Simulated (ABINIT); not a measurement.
SnTe:

```xyz
2
Lattice="0.0000 3.6111 3.6111 3.6111 0.0000 3.6111 3.6111 3.6111 0.0000" Properties=species:S:1:pos:R:3 pbc="T T T"
Te    1.8056    1.8056    1.8056
Sn    0.0000    0.0000    0.0000
```

Measurements of this composition are mostly on another form, of space group No. 225.

```yaml
Program: ABINIT 10.8.3 (patched build)
Task: relaxation of cell and atoms
Functional: PBEsol
Potentials_or_basis: PseudoDojo NC SR PBEsol v0.4.1 standard
Cutoff: 1088 eV
k_mesh: 5 × 5 × 5
Occupations: fermi-dirac, width 0.05 eV
Spin: no spin polarisation
```

At the start: pressure -1.3 GPa; volume 47.09 Å³/atom.

Q: Where does the relaxation end?

A: Over 4 steps the energy falls by 11.3 meV/atom and the volume is 44.50 Å³/atom (-5.5 %); space group F-43m (No. 216, to 0.05 Å).

Step by step:
```tsv
step	energy change (eV)	largest force (eV/Å)	pressure (GPa)	volume (Å³)
1	0.0000	0.0000	-1.35	94.18
2	-0.0031	0.0000	-1.26	93.79
3	-0.0226	0.0000	0.06	88.78
4	-0.0227	0.0000	0.00	88.99
```

Final structure:
```
CELL_PARAMETERS angstrom
0.00000 3.54360 3.54360
3.54360 0.00000 3.54360
3.54360 3.54360 0.00000
ATOMIC_POSITIONS crystal
Te 0.25000 0.25000 0.25000
Sn 0.00000 0.00000 0.00000
```
